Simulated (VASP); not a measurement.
Write the native input for VASP 6.6.1 that does the following.

```yaml
Task: relaxation of the atoms
Functional: PBE
Dispersion: D4
Potentials_or_basis: VASP PAW PBE potentials, release 64 (Hf_pv)
Cutoff: 520 eV
k_mesh: 10 × 10 × 1
Occupations: gaussian, width 0.05 eV
Spin: no spin polarisation
Dipole_correction: yes
Atoms_held_fixed_from_0: "[0, 1]"
Further_INCAR_settings: ALGO = Fast; EDIFF = 1e-07; IBRION = 2; EDIFFG = -0.005; NSW = 40
```

The structure of Hf lies in POSCAR:

```
Hf
1.0
    3.1395541085      0.0000000000      0.0000000000
   -1.5697770542      2.7189336145      0.0000000000
    0.0000000000      0.0000000000     25.2537407808
Hf
5
Selective dynamics
Direct
    0.6666666667      0.3333333333      0.2969857046  F F F
    0.3333333333      0.6666666667      0.3984928523  F F F
    0.0000000000      0.0000000000      0.5000000000  T T T
    0.6666666667      0.3333333333      0.6015071477  T T T
    0.3333333333      0.6666666667      0.7030142954  T T T
```

The cell isn't the ideal one: the (1 1 1) slab of Hf, cut from the database cell, not relaxed.

The input as run:

INCAR

```
ALGO     = Fast           # electronic algorithm
DIPOL    = 0.5 0.5 0.500
EDIFF    = 1E-7           # SCF threshold, eV
EDIFFG   = -0.005         # ionic threshold
ENCUT    = 520            # plane-wave cutoff, eV
GGA      = PE             # functional
IBRION   = 2              # ionic algorithm
IDIPOL   = 3            
ISIF     = 2              # what is computed and relaxed
ISMEAR   = 0              # smearing method
IVDW     = 13             # dispersion correction
LASPH    = T              # aspherical terms in the spheres
LCHARG   = F              # write CHGCAR
LDIPOL   = T            
LREAL    = F              # projectors in reciprocal space
LWAVE    = F              # write WAVECAR
NELM     = 60             # most SCF steps
NSW      = 40             # ionic steps
PREC     = Accurate       # precision mode
SIGMA    = 0.05           # smearing width, eV
```

KPOINTS

```
k-points
0
Gamma
  10 10 1
```

Potentials or basis: VASP PAW PBE potentials, release 64 (Hf_pv).

Launch:

```bash
$ cat potpaw_PBE.64/Hf_pv/POTCAR > POTCAR
$ mpirun -np 1 vasp_std > vasp.out
```

Results of the run:

| Quantity | Value |
| --- | --- |
| Energy gained by relaxing | 11.1 meV/atom |
| Ionic steps | 13 |
| Band gap on the k mesh | none (metal or under the smearing width) |
| Dispersion energy per atom | -0.173 eV |

It took 20 min on 1 thread of Intel(R) Xeon(R) Platinum 8488C (Sapphire Rapids), with other jobs on the host, peak memory 0.39 GiB.
